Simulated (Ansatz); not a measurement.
# InSe: the cost of one run

Program: Ansatz 0.2.0. Level of theory: DFT PBE+D3(BJ), scalar-relativistic, plane waves, PAW. These are calculated values, not measurements.

6 further runs of the same task are left out: 2 that didn't finish, 4 set aside as unsound or not needed. Runs told in other sessions of the task aren't counted.

## Step 1: Starting point

It takes space group P6_3/mmc (No. 194, hexagonal). The conventional cell has a = 4.032 Å, b = 4.032 Å, c = 16.762 Å, α = 90.00°, β = 90.00°, γ = 120.00°. Around In (site symmetry 3m) lie 3 Se at 2.66 Å and 1 In at 2.79 Å. Around Se (site symmetry 3m) lie 3 In at 2.66 Å.

As a file:

```
In Se
1.0
    -4.03177    0.00000    0.00000
    -2.01589   -3.49162    0.00000
     0.00000    0.00000   16.76237
In Se
4 4
Direct
  0.33333 0.33333 0.16666
  0.66667 0.66667 0.66666
  0.33333 0.33333 0.33334
  0.66667 0.66667 0.83334
  0.33333 0.33333 0.58987
  0.66667 0.66667 0.08987
  0.33333 0.33333 0.91013
  0.66667 0.66667 0.41013
```

It is the result of an earlier relaxation at this level (volume 29.50 Å³/atom; gap on the mesh: 0.37 eV).

## Step 2: Zero of energy

The reference gives a free energy of -44274.1519 eV, pressure 0.00 GPa, largest force 0.002 eV/Å and gap on the mesh 0.37 eV. It was computed beforehand with the settings of the runs below.

## Step 3: Setting up pulling the crystal apart

The cut lies on the cell's a–b face, a (0 0 1) plane of area 14.08 Å², between layers 3.01 Å apart (Se below, Se above); the cell is 16.8 Å thick. Vector c is lengthened by d along the normal with the atoms' Cartesian places fixed: one unrelaxed cut per cell.

## Step 4: d = 1.00 Å

The input, input.yaml:

```yaml
crystal:
  lattice:
    - [-4.0317714892, 0.0, 0.0]
    - [-2.0158857446, -3.4916165319, 0.0]
    - [0.0, 0.0, 17.7623717322]
  atoms:
    - { symbol: In, position: [0.3333333333, 0.3333333333, 0.1572755408] }
    - { symbol: In, position: [0.6666666667, 0.6666666667, 0.6291261468] }
    - { symbol: In, position: [0.3333333333, 0.3333333333, 0.3145750652] }
    - { symbol: In, position: [0.6666666667, 0.6666666667, 0.7864256712] }
    - { symbol: Se, position: [0.3333333333, 0.3333333333, 0.5566621049] }
    - { symbol: Se, position: [0.6666666667, 0.6666666667, 0.0848114989] }
    - { symbol: Se, position: [0.3333333333, 0.3333333333, 0.8588897131] }
    - { symbol: Se, position: [0.6666666667, 0.6666666667, 0.3870391071] }
basis:
  ecutwfc: 420
kpoints:
  mp_grid: { grid: [9, 9, 2] }
hamiltonian:
  xc: pbe
  dispersion: d3bj
scf:
  occupations: { method: gaussian, width: 0.03 }
output:
  forces: true
  stress: true
  eigenvalues: true
```

Started as:

```sh
ansatz run input.yaml --threads 2 --pin off --max-ram 5120MiB --backend cpu --events-out ev --progress --plain --runs-dir out
```

Q: Estimate wall time and peak memory on 2 threads of Arm Neoverse V1, shared host.

About 11 s, with a peak of 0.71 GiB.
